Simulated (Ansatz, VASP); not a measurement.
**One calculation of Ni, two programs**

```
Ni
1.0
     0.00000    1.73807    1.73807
     1.73807    0.00000    1.73807
     1.73807    1.73807    0.00000
Ni
1
Direct
  0.00000 0.00000 0.00000
```

Alike in both runs: task single point; functional r2SCAN; k mesh 15 × 15 × 15; occupations fermi-dirac, width 0.1 eV; collinear spin.

|  | VASP | Ansatz |
| --- | --- | --- |
| version | VASP 6.6.1 | Ansatz 0.2.0 |
| potentials or method | VASP PAW PBE potentials, release 64 (Ni) | plane waves (500 eV) with PAW, scalar-relativistic |
| plane-wave cutoff (eV) | 520 | 500 |
| valence electrons in the cell | 10 | 18 |

```tsv
	VASP	Ansatz	Ansatz less VASP
pressure (GPa)	0.8	0.3	-0.55
net moment per atom (μB)	0.69	0.71	+0.016
size of the moment on the site where the two differ most (μB)	0.71	0.78	+0.062
```

Site moments also hang on the region over which each program counts them. The two sets of potentials don't hold the same shells in valence. Ansatz warned: «stability_check_not_made».

Caveats: the PAW data sets were made with another functional, which shifts forces and pressure a little (VASP).
